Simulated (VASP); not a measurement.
# Si (Fd-3m) in VASP: Born charges and dielectric tensor with LDA

Aim: the Born charges and dielectric tensor of Si with LDA.

Program: VASP 6.6.1. These are calculated values, not measurements. Logs are shortened: lines on timing, memory, paths and dates and some standing lists are left out, and cuts for length are marked.

## Step 1: Starting point

Symmetry: Fd-3m, No. 227, cubic system. Conventional cell: a = 5.403 Å, b = 5.403 Å, c = 5.403 Å, α = 90.00°, β = 90.00°, γ = 90.00°. Si (site symmetry -43m) is surrounded by 4 Si at 2.34 Å.

## Step 2: Born charges and dielectric tensor, LDA

File INCAR:

```
  ALGO = Normal
  EDIFF = 1E-8
  ENCUT = 600
  GGA = CA
  IBRION = 8
  ISIF = 2
  ISMEAR = 0
  LASPH = True
  LCHARG = False
  LEPSILON = True
  LREAL = False
  LWAVE = False
  NELM = 80
  NSW = 1
  PREC = Accurate
  SIGMA = 0.02
```

File KPOINTS:

```
k-points
0
Gamma
  14 14 14
```

File POSCAR:

```
Si
1.0
    0.0000000000      2.7015100000      2.7015100000
    2.7015100000      0.0000000000      2.7015100000
    2.7015100000      2.7015100000      0.0000000000
Si
2
Direct
    0.5000000000      0.5000000000      0.5000000000
    0.7500000000      0.7500000000      0.7500000000
```

Potentials or basis: VASP PAW LDA potentials, release 64 (Si).

Run with:

```
$ cat potpaw_LDA.64/Si/POTCAR > POTCAR
$ mpirun -np 1 vasp_std > vasp.out
```

OUTCAR:

```text
EDIFF = 1E-8
   ENCUT = 600
   GGA = CA
   IBRION = 8
   ISIF = 2
   ISMEAR = 0
   LASPH = True
   LEPSILON = True
   LREAL = False
   NELM = 80
   NSW = 1
   PREC = Accurate

 ion  position               nearest neighbor table
   1  0.500  0.500  0.500-   2 2.34   2 2.34   2 2.34   2 2.34
   2  0.750  0.750  0.750-   1 2.34   1 2.34   1 2.34   1 2.34

  LATTYP: Found a face centered cubic cell.
 ALAT       =     5.4030200000

  Lattice vectors:

 A1 = (   0.0000000000,   2.7015100000,   2.7015100000)
 A2 = (   2.7015100000,   0.0000000000,   2.7015100000)
 A3 = (   2.7015100000,   2.7015100000,   0.0000000000)

Analysis of symmetry for initial positions (statically):
=====================================================================
 Subroutine PRICEL returns:
 Original cell was already a primitive cell.

 Routine SETGRP: Setting up the symmetry group for a
 face centered cubic supercell.

 Subroutine GETGRP returns: Found 48 space group operations
 (whereof 24 operations were pure point group operations)
 out of a pool of 48 trial point group operations.

The static configuration has the point symmetry T_d .
 The point group associated with its full space group is O_h .

Analysis of symmetry for dynamics (positions and initial velocities):
=====================================================================
 Subroutine PRICEL returns:
 Original cell was already a primitive cell.

 Routine SETGRP: Setting up the symmetry group for a
 face centered cubic supercell.

 Subroutine GETGRP returns: Found 48 space group operations
 (whereof 24 operations were pure point group operations)
 out of a pool of 48 trial point group operations.

The dynamic configuration has the point symmetry T_d .
 The point group associated with its full space group is O_h .

 Subroutine INISYM returns: Found 48 space group operations
 (whereof 24 operations are pure point group operations),
 and found     1 'primitive' translations

----------------------------------------------------------------------------------------

                                     Primitive cell

  volume of cell :      39.4321

  direct lattice vectors                    reciprocal lattice vectors
     0.000000000  2.701510000  2.701510000    -0.185081677  0.185081677  0.185081677
     2.701510000  0.000000000  2.701510000     0.185081677 -0.185081677  0.185081677
     2.701510000  2.701510000  0.000000000     0.185081677  0.185081677 -0.185081677

  length of vectors
     3.820512081  3.820512081  3.820512081     0.320570867  0.320570867  0.320570867

  position of ions in fractional coordinates (direct lattice)
     0.500000000  0.500000000  0.500000000
     0.750000000  0.750000000  0.750000000

  ion indices of the primitive-cell ions
   primitive index   ion index
                 1           1
                 2           2

----------------------------------------------------------------------------------------

 KPOINTS: k-points

Automatic generation of k-mesh.
 Grid dimensions read from file:
 generate k-points for:   14   14   14

 Generating k-lattice:

  Cartesian coordinates                     Fractional coordinates (reciprocal lattice)
    -0.013220120  0.013220120  0.013220120     0.071428571  0.000000000  0.000000000
     0.013220120 -0.013220120  0.013220120     0.000000000  0.071428571  0.000000000
     0.013220120  0.013220120 -0.013220120     0.000000000  0.000000000  0.071428571

  Length of vectors
     0.022897919  0.022897919  0.022897919

  Shift w.r.t. Gamma in fractional coordinates (k-lattice)
     0.000000000  0.000000000  0.000000000

 Subroutine IBZKPT returns following result:
 ===========================================

[... 372 lines left out ...]
  energy-cutoff  :      600.00
  volume of cell :       39.43
      direct lattice vectors                 reciprocal lattice vectors
     0.000000000  2.701510000  2.701510000    -0.185081677  0.185081677  0.185081677
     2.701510000  0.000000000  2.701510000     0.185081677 -0.185081677  0.185081677
     2.701510000  2.701510000  0.000000000     0.185081677  0.185081677 -0.185081677

 POSITION                                       TOTAL-FORCE (eV/Angst)
 -----------------------------------------------------------------------------------
      2.70151      2.70151      2.70151        -0.000000      0.000000      0.000000
      4.05227      4.05227      4.05227         0.000000     -0.000000     -0.000000
 -----------------------------------------------------------------------------------
    total drift:                               -0.000000     -0.000000     -0.000000

  FREE ENERGIE OF THE ION-ELECTRON SYSTEM (eV)
  ---------------------------------------------------
  free  energy   TOTEN  =       -11.9200863829 eV

  energy  without entropy=      -11.9200863829  energy(sigma->0) =      -11.92008638

 HEAD OF MICROSCOPIC STATIC DIELECTRIC TENSOR (INDEPENDENT PARTICLE, excluding Hartree and local field effects)
 ------------------------------------------------------
          14.125900     0.000000     0.000000
           0.000000    14.125900     0.000000
           0.000000    -0.000000    14.125900
 ------------------------------------------------------

 Free energy of the ion-electron system (eV)
  ---------------------------------------------------
  ---------------------------------------------------
  free energy    TOTEN  =        -1.42490590 eV

  energy without entropy =       -1.42490590

------------------------ aborting loop because EDIFF is reached ----------------------------------------

--------------------------------------- Ionic step        2  -------------------------------------------

------------------------ aborting loop because EDIFF is reached ----------------------------------------

--------------------------------------- Ionic step        3  -------------------------------------------

------------------------ aborting loop because EDIFF is reached ----------------------------------------

 PIEZOELECTRIC TENSOR FIELD DIRECTION 3  (e Angst)
 -----------------------------------------------------------------------------
     0.00075 -0.00000  0.00000           (  0.00000  0.00000  0.00000)
     0.00000  0.00075  0.00000           (  0.00000  0.00000  0.00000)
     0.00000  0.00000 -0.00640           (  0.00000  0.00000  0.00000)

 PIEZOELECTRIC TENSOR FIELD DIRECTION 3  (C/m^2)
 -----------------------------------------------------------------------------
     0.00030 -0.00000  0.00000
     0.00000  0.00030  0.00000
     0.00000  0.00000 -0.00260

--------------------------------------- Ionic step        4  -------------------------------------------

 Free energy of the ion-electron system (eV)
  ---------------------------------------------------
  ---------------------------------------------------
  free energy    TOTEN  =        -0.01774231 eV

  energy without entropy =       -0.01774231

------------------------ aborting loop because EDIFF is reached ----------------------------------------

 INTERNAL STRAIN TENSOR  FOR ION    1  DIRECTION 1   (eV/Angst):
 -----------------------------------------------------------------------------
    -0.00517  0.00000  0.00000
     0.00000  0.00321  9.63866
     0.00000  9.63866  0.00321

 MACROSCOPIC STATIC DIELECTRIC TENSOR (including local field effects in DFT)
 ------------------------------------------------------
          13.331893    -0.000000     0.000000
           0.000000    13.331893     0.000000
           0.000000    -0.000000    13.331893
 ------------------------------------------------------

 PIEZOELECTRIC TENSOR (including local field effects)  for field in x, y, z        (e  Angst)
          XX          YY          ZZ          XY          YZ          ZX
  --------------------------------------------------------------------------------
  x     0.00000     0.00000     0.00000     0.00000     0.00000     0.00000
  y    -0.00000     0.00000    -0.00000     0.00000    -0.00000    -0.00000
  z     0.00000     0.00000     0.00000     0.00000     0.00000    -0.00000

 PIEZOELECTRIC TENSOR (including local field effects)  for field in x, y, z        (C/m^2)
          XX          YY          ZZ          XY          YZ          ZX
  --------------------------------------------------------------------------------
  x     0.00000     0.00000     0.00000     0.00000     0.00000     0.00000
  y    -0.00000     0.00000    -0.00000     0.00000    -0.00000    -0.00000
  z     0.00000     0.00000     0.00000     0.00000     0.00000    -0.00000

 BORN EFFECTIVE CHARGES (including local field effects) (in |e|, cummulative output)
 ---------------------------------------------------------------------------------
 ion    1
    1     0.00000     0.00000     0.00000
    2    -0.00000    -0.00000     0.00000
    3     0.00000    -0.00000    -0.00000
 ion    2
    1    -0.00000    -0.00000    -0.00000
    2     0.00000     0.00000    -0.00000
    3    -0.00000     0.00000     0.00000

 INTERNAL STRAIN TENSOR FOR ION    2 for displacements in x,y,z  (eV/Angst):
          X           Y           Z          XY          YZ          ZX
  --------------------------------------------------------------------------------
  x     0.00000    -0.00000    -0.00000     0.00000    -9.63866     0.00000
  y    -0.00000     0.00000    -0.00000     0.00000     0.00000    -9.63866
  z    -0.00000    -0.00000     0.00000    -9.63866     0.00000     0.00000

 SECOND DERIVATIVES (NOT SYMMETRIZED)
 ------------------------------------
               1X          1Y          1Z          2X          2Y          2Z
  1X   -13.572649    0.000000    0.000000   13.572649    0.000000    0.000000
  1Y     0.000000  -13.572649    0.000000    0.000000   13.572649    0.000000
  1Z     0.000000    0.000000  -13.572649    0.000000    0.000000   13.572649
  2X    13.572649    0.000000    0.000000  -13.572649    0.000000    0.000000
  2Y     0.000000   13.572649    0.000000    0.000000  -13.572649    0.000000
  2Z     0.000000    0.000000   13.572649    0.000000    0.000000  -13.572649

 Eigenvectors and eigenvalues of the dynamical matrix
 ----------------------------------------------------

   1 f  =   15.369538 THz    96.569658 2PiTHz  512.672619 cm-1    63.563275 meV
             X         Y         Z           dx          dy          dz
      2.701510  2.701510  2.701510    -0.234772    0.267092    0.611182
      4.052265  4.052265  4.052265     0.234772   -0.267092   -0.611182
[... 16 lines left out ...]
   5 f  =    0.000000 THz     0.000000 2PiTHz    0.000000 cm-1     0.000000 meV
             X         Y         Z           dx          dy          dz
      2.701510  2.701510  2.701510     0.669989    0.214839   -0.070415
      4.052265  4.052265  4.052265     0.669989    0.214839   -0.070415

   6 f/i=    0.000000 THz     0.000001 2PiTHz    0.000003 cm-1     0.000000 meV
             X         Y         Z           dx          dy          dz
      2.701510  2.701510  2.701510     0.193763   -0.659121   -0.167380
      4.052265  4.052265  4.052265     0.193763   -0.659121   -0.167380

--------------------------------------------------------------------------------------------------------

 MACROSCOPIC STATIC DIELECTRIC TENSOR IONIC CONTRIBUTION
 ------------------------------------------------------
           0.000000    -0.000000     0.000000
          -0.000000     0.000000     0.000000
           0.000000     0.000000     0.000000
 ------------------------------------------------------

 ELASTIC MODULI CONTR FROM IONIC RELAXATION (kBar)
 Direction    XX          YY          ZZ          XY          YZ          ZX
 --------------------------------------------------------------------------------
 XX          -0.0000     -0.0000     -0.0000     -0.0000      0.0000     -0.0000
 YY          -0.0000     -0.0000     -0.0000     -0.0000     -0.0000      0.0000
 ZZ          -0.0000     -0.0000     -0.0000     -0.0000     -0.0000     -0.0000
 XY          -0.0000     -0.0000      0.0000   -278.1181      0.0000      0.0000
 YZ           0.0000     -0.0000     -0.0000      0.0000   -278.1181      0.0000
 ZX          -0.0000     -0.0000     -0.0000     -0.0000      0.0000   -278.1181
 --------------------------------------------------------------------------------

 PIEZOELECTRIC TENSOR IONIC CONTR  for field in x, y, z        (C/m^2)
          XX          YY          ZZ          XY          YZ          ZX
  --------------------------------------------------------------------------------
  x     0.00000     0.00000     0.00000     0.00000     0.00000     0.00000
  y    -0.00000    -0.00000    -0.00000     0.00000    -0.00000    -0.00000
  z    -0.00000    -0.00000    -0.00000    -0.00000     0.00000    -0.00000
```

It took 3.6 min on 1 thread of Intel Xeon 6975P-C (Granite Rapids), shared host; peak memory 0.48 GiB.

Results:

```
Band gap on the k mesh                  : 0.44 eV, indirect (least direct gap 2.53 eV)
Electronic dielectric tensor (diagonal) : 13.33
Born charges (mean of the diagonal)     : Si +0.00 e
Highest phonon frequency at Γ           : 513 cm⁻¹
```

Phonon frequencies in cm⁻¹ (negative: imaginary):
```csv
q point,frequencies
"(0.000, 0.000, 0.000)",0 0 0 513 513 513
```

Electronic dielectric tensor:
```
13.33  0.00  0.00
 0.00 13.33  0.00
 0.00  0.00 13.33
```

Born effective charge tensors (e):
atom 1, Si
```
0.00 0.00 0.00
0.00 0.00 0.00
0.00 0.00 0.00
```
atom 2, Si
```
0.00 0.00 0.00
0.00 0.00 0.00
0.00 0.00 0.00
```

Caveat: the gap is small at this level, which inflates the dielectric constant. A k mesh can miss the band edges.
